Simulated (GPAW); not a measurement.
The system is As.

```
CELL_PARAMETERS angstrom
1.88080 1.08588 3.51406
-1.88080 1.08588 3.51406
0.00000 -2.17176 3.51406
ATOMIC_POSITIONS crystal
As 0.22600 0.22600 0.22600
As 0.77400 0.77400 0.77400
```

Base run:

| Item | Value |
| --- | --- |
| Program | GPAW 26.7.0 |
| Functional | LDA |
| Potentials or basis | the program's PAW data sets (release 1.2.1) made for this functional |
| Cutoff | 450 eV |
| Basis | pw |
| k mesh | 7 × 7 × 7 |
| Occupations | fermi-dirac, width 0.05 eV |
| Spin | no spin polarisation |

Its results: band gap on the k mesh none (metal or under the smearing width); pressure -1.2 GPa; largest force 0.278 eV/Å.

Question: The run is repeated on the same cell with these changes: functional from LDA to PBE; potentials or basis from the program's PAW data sets (release 1.2.1) made for this functional to GPAW PAW data sets (gpaw-data 1.2.1). What comes out?

Answer: Band gap on the k mesh none (metal or under the smearing width); pressure 3.8 GPa; largest force 0.444 eV/Å.

Caveats: the cutoff is short for stress and forces, so pressures can be off by a GPa or more.
